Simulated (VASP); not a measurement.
# RuS (Fm-3m) in VASP: a series of runs, part 2 of 2

VASP 6.6.1.

## 3. Single point, r2SCAN+U, collinear spin, zero start

This run uses another cell than the first one: it holds 2 atoms, not 4.

INCAR reads:

```
SYSTEM = RuS
  ALGO = Normal
  EDIFF = 1E-6
  ENCUT = 520
  ISIF = 2
  ISMEAR = 0
  ISPIN = 2
  LASPH = .TRUE.
  LCHARG = .FALSE.
  LDAU = .TRUE.
  LDAUJ = 0 0
  LDAUL = 2 -1
  LDAUPRINT = 1
  LDAUTYPE = 2
  LDAUU = 6 0
  LMAXMIX = 4
  LMIXTAU = .TRUE.
  LORBIT = 11
  LREAL = .FALSE.
  LWAVE = .FALSE.
  MAGMOM = 0 0
  METAGGA = R2SCAN
  NELM = 60
  PREC = Accurate
  SIGMA = 0.05
```

KPOINTS reads:

```
k-points
0
G
  6 6 6
  0 0 0
```

POSCAR reads:

```
RuS
1.0
    0.0000000000      2.5467554600      2.5467554600
    2.5467554600      0.0000000000      2.5467554600
    2.5467554600      2.5467554600      0.0000000000
Ru S
1 1
Direct
    0.5000000000      0.5000000000      0.5000000000
    0.0000000000      0.0000000000      0.0000000000
```

Potentials or basis: VASP PAW PBE potentials, release 64 (Ru_pv, S).

On the command line:

```
cat potpaw_PBE.64/Ru_pv/POTCAR potpaw_PBE.64/S/POTCAR > POTCAR
mpirun -np 1 vasp_std > vasp.out
```

Run time: 69 s. Hardware: 1 thread of Intel Xeon Platinum 8375C at 2.90GHz (Ice Lake), shared host; peak memory 0.19 GiB.

It converged, with:

| Property | Result |
| --- | --- |
| Free energy | -28.2506 eV |
| Pressure | 2.1 GPa |
| Band gap on the k mesh | 1.25 eV, indirect (least direct gap 1.59 eV) |
| Net moment | 0.00 μB per cell |
| Valence electrons inside the program's atomic spheres | Ru 12.40; S 3.79 |

Levels at points of the mesh, in eV from the valence-band top:
Spin up:
```tsv
k point	band 8	band 9	band 10	band 11	band 12	band 13
(0.00, 0.00, 0.00)	-0.51	-0.51	-0.51	1.25	1.25	5.53
(0.50, 0.00, 0.00)	-1.14	-1.14	-0.61	5.56	6.34	6.34
(0.50, 0.50, 0.00)	-1.96	-1.38	-1.38	1.99	3.74	4.93
```
Spin down:
| k point | band 8 | band 9 | band 10 | band 11 | band 12 | band 13 |
| --- | --- | --- | --- | --- | --- | --- |
| (0.00, 0.00, 0.00) | -0.51 | -0.51 | -0.51 | 1.25 | 1.25 | 5.53 |
| (0.50, 0.00, 0.00) | -1.14 | -1.14 | -0.61 | 5.56 | 6.34 | 6.34 |
| (0.50, 0.50, 0.00) | -1.96 | -1.38 | -1.38 | 1.99 | 3.74 | 4.93 |

Eigenvalues of the final occupation matrices:
| site | spin | trace | eigenvalues |
| --- | --- | --- | --- |
| site 1 d | 1 | 3.04 | 0.19 0.19 0.89 0.89 0.89 |
| site 1 d | 2 | 3.04 | 0.19 0.19 0.89 0.89 0.89 |

Caveat: the PAW data sets were made with another functional, which shifts forces and pressure a little. A k mesh can miss the band edges.

## 4. Single point, r2SCAN+U, collinear spin, random start

This run uses another cell than the first one: it holds 2 atoms, not 4.

INCAR reads:

```
SYSTEM = RuS
PREC = Accurate
ENCUT = 520
EDIFF = 1E-6
ISMEAR = 0
SIGMA = 0.05
LREAL = .FALSE.
LASPH = .TRUE.
NELM = 60
ALGO = Normal
ISIF = 2
LWAVE = .FALSE.
LCHARG = .TRUE.
ISPIN = 2
MAGMOM = -0.24 0
LORBIT = 11
LMAXMIX = 4
LDAU = .TRUE.
LDAUTYPE = 2
LDAUL = 2 -1
LDAUU = 6 0
LDAUJ = 0 0
LDAUPRINT = 1
METAGGA = R2SCAN
LMIXTAU = .TRUE.
LELF = .TRUE.
LVHAR = .TRUE.
```

KPOINTS reads:

```
regular mesh
0
G
  6 6 6
  0 0 0
```

POSCAR is that of step 3.

On the command line:

```
cat potpaw_PBE.64/Ru_pv/POTCAR potpaw_PBE.64/S/POTCAR > POTCAR
mpirun -np 1 vasp_std > vasp.out
```

Wall time 2.5 min (1 thread of Intel Xeon Platinum 8375C at 2.90GHz (Ice Lake), shared host); peak memory 0.19 GiB.

The run converged. Its results:

| Quantity | Value |
| --- | --- |
| Free energy | -27.6301 eV |
| Pressure | 17.1 GPa |
| Band gap on the k mesh | none (metal or under the smearing width) |
| Net moment | -3.93 μB per cell |
| Site moments | Ru -3.50; S -0.31 μB |
| Valence electrons inside the program's atomic spheres | Ru 12.21; S 3.81 |

Levels at points of the mesh, in eV from the Fermi level:
Spin up:
```
           k point  band 5  band 6  band 7  band 8  band 9  band 10  band 11  band 12
(0.00, 0.00, 0.00)   -2.52   -2.52   -2.52   -1.28   -1.28    -1.28    -0.95    -0.95
(0.50, 0.00, 0.00)   -8.08   -5.26   -5.26    0.57    0.57     1.04     3.06     4.52
(0.50, 0.50, 0.00)   -6.74   -4.14   -4.14   -2.86   -0.15     1.06     1.06     1.69
```
Spin down:
| k point | band 8 | band 9 | band 10 | band 11 | band 12 | band 13 | band 14 |
| --- | --- | --- | --- | --- | --- | --- | --- |
| (0.00, 0.00, 0.00) | -7.52 | -7.52 | -3.05 | -3.05 | -3.05 | 2.34 | 4.73 |
| (0.50, 0.00, 0.00) | -6.67 | -6.67 | -5.00 | 0.08 | 0.08 | 2.62 | 4.72 |
| (0.50, 0.50, 0.00) | -6.39 | -6.39 | -5.11 | -4.57 | -4.57 | 1.26 | 4.73 |

Eigenvalues of the final occupation matrices:
| site | spin | trace | eigenvalues |
| --- | --- | --- | --- |
| site 1 d | 1 | 1.19 | 0.24 0.24 0.24 0.24 0.24 |
| site 1 d | 2 | 4.63 | 0.91 0.91 0.91 0.94 0.94 |

Caveat: the PAW data sets were made with another functional, which shifts forces and pressure a little. The state reached can hang on the start; a lower one may exist.

## 5. Single point, r2SCAN+U, collinear spin, ferromagnetic start

This run uses another cell than the first one: it holds 2 atoms, not 4.

INCAR reads:

```
SYSTEM = RuS
PREC     = Accurate       ! precision mode
ENCUT    = 520            ! plane-wave cutoff, eV
EDIFF    = 1E-7           ! SCF threshold, eV
ISMEAR   = 0              ! smearing method
SIGMA    = 0.05           ! smearing width, eV
LREAL    = .False.        ! projectors in reciprocal space
LASPH    = .True.         ! aspherical terms in the spheres
NELM     = 60             ! most SCF steps
ALGO     = Normal         ! electronic algorithm
ISIF     = 2              ! what is computed and relaxed
LWAVE    = .False.        ! write WAVECAR
LCHARG   = .False.        ! write CHGCAR
ISPIN    = 2              ! spin polarisation
MAGMOM   = 1 0            ! initial moments
LORBIT   = 11             ! projections on sites
NUPDOWN  = 3              ! fixed moment
LMAXMIX  = 4              ! l up to which the mixer works
LDAU     = .True.         ! DFT+U
LDAUTYPE = 2            
LDAUL    = 2 -1           ! shell
LDAUU    = 6 0            ! U, eV
LDAUJ    = 0 0          
LDAUPRINT= 1            
METAGGA  = R2SCAN         ! meta-GGA
LMIXTAU  = .True.
```

KPOINTS reads:

```
Automatic mesh
0
Gamma
  6 6 6
  0 0 0
```

POSCAR is that of step 4.

On the command line:

```
cat potpaw_PBE.64/Ru_pv/POTCAR potpaw_PBE.64/S/POTCAR > POTCAR
mpirun -np 1 vasp_std > vasp.out
```

Wall time 2 min (1 thread of Intel Xeon Platinum 8375C at 2.90GHz (Ice Lake), shared host); peak memory 0.19 GiB.

The run converged. Its results:

```
Free energy                                           : -27.5039 eV
Pressure                                              : 8.7 GPa
Net moment                                            : 3.00 μB per cell
Site moments                                          : Ru +2.99; S +0.01 μB
Valence electrons inside the program's atomic spheres : Ru 12.31; S 3.76
```

Eigenvalues of the final occupation matrices:
```tsv
site	spin	trace	eigenvalues
site 1 d	1	4.43	0.86 0.86 0.90 0.90 0.90
site 1 d	2	1.51	0.14 0.14 0.41 0.41 0.41
```

Caveat: the moment is held away from its start; the PAW data sets were made with another functional, which shifts forces and pressure a little; the total moment is fixed, so each spin has its own Fermi level. The state reached can hang on the start; a lower one may exist.

## 6. Single point, r2SCAN+U, collinear spin, ferromagnetic start

This run uses another cell than the first one: it holds 2 atoms, not 4.

INCAR reads:

```
SYSTEM = RuS
  PREC = Accurate
  ENCUT = 520
  EDIFF = 1E-6
  ISMEAR = 0
  SIGMA = 0.05
  LREAL = .False.
  LASPH = .True.
  NELM = 80
  ALGO = Normal
  ISIF = 2
  LWAVE = .False.
  LCHARG = .False.
  ISPIN = 2
  MAGMOM = 1 0
  LORBIT = 11
  LMAXMIX = 4
  LDAU = .True.
  LDAUTYPE = 2
  LDAUL = 2 -1
  LDAUU = 7 0
  LDAUJ = 0 0
  LDAUPRINT = 1
  METAGGA = R2SCAN
  LMIXTAU = .True.
  NBANDS = 21
```

KPOINTS is that of step 5.

POSCAR is that of step 5.

Potentials or basis: VASP PAW PBE potentials, release 64 (Ru_pv, S).

On the command line:

```
cat potpaw_PBE.64/Ru_pv/POTCAR potpaw_PBE.64/S/POTCAR > POTCAR
mpirun -np 1 vasp_std > vasp.out
```

Wall time 1.9 min (1 thread of Intel Xeon Platinum 8375C at 2.90GHz (Ice Lake), shared host); peak memory 0.19 GiB.

Results (log left out):

* Free energy: -27.0385 eV
* Pressure: 20.8 GPa
* Band gap on the k mesh: none (metal or under the smearing width)
* Net moment: 4.00 μB per cell
* Site moments: Ru +3.62; S +0.29 μB
* Valence electrons inside the program's atomic spheres: Ru 12.19; S 3.84

Levels at points of the mesh, in eV from the Fermi level:
Spin up:
| k point | band 10 | band 11 | band 12 | band 13 | band 14 | band 15 |
| --- | --- | --- | --- | --- | --- | --- |
| (0.00, 0.00, 0.00) | -2.95 | -2.95 | -2.95 | 2.40 | 4.43 | 9.53 |
| (0.50, 0.00, 0.00) | -5.30 | -0.09 | -0.09 | 2.67 | 4.43 | 5.85 |
| (0.50, 0.50, 0.00) | -5.73 | -4.48 | -4.48 | 1.26 | 4.43 | 6.37 |
Spin down:
```tsv
k point	band 4	band 5	band 6	band 7	band 8	band 9	band 10	band 11	band 12	band 13
(0.00, 0.00, 0.00)	-16.08	-2.43	-2.43	-2.43	-1.36	-1.36	-1.36	-0.11	-0.11	3.53
(0.50, 0.00, 0.00)	-14.34	-8.04	-4.93	-4.93	0.54	0.54	0.95	3.05	5.18	5.18
(0.50, 0.50, 0.00)	-14.41	-6.70	-4.07	-4.07	-2.93	0.76	0.94	0.94	2.20	3.36
```

Eigenvalues of the final occupation matrices:
```tsv
site	spin	trace	eigenvalues
site 1 d	1	4.67	0.92 0.92 0.92 0.96 0.96
site 1 d	2	1.11	0.15 0.15 0.27 0.27 0.27
```

Caveat: the PAW data sets were made with another functional, which shifts forces and pressure a little. The state reached can hang on the start; a lower one may exist.

## 7. Summary

| spin | U | fixed moment (μB) | gap on the mesh (eV) | pressure (GPa) | moment (μB) |
| --- | --- | --- | --- | --- | --- |
| collinear, zero start | Ru d U = 6 eV | - | 1.25 | 2.1 | 0.00 |
| collinear, random start | Ru d U = 6 eV | - | none | 17.1 | 3.93 |
| collinear, ferromagnetic start | Ru d U = 6 eV | 3 | - | 8.7 | 3.00 |
| collinear, ferromagnetic start | Ru d U = 7 eV | - | none | 20.8 | 4.00 |

Alike in all rows: task single point; level r2SCAN+U; potentials or basis VASP PAW PBE potentials, release 64 (Ru_pv, S); cell as given; k mesh 6 × 6 × 6; cutoff (eV) 520; smearing gaussian 0.05 eV.

On the cell as given the gap runs from zero (r2SCAN+U) to 1.25 eV (r2SCAN+U).

Caveats: the PAW data sets were made with another functional, which shifts forces and pressure a little; the moment is held away from its start (some runs); the total moment is fixed, so each spin has its own Fermi level (some runs).

Total energies depend on the potentials used, so only differences within one code and one set of settings carry meaning.
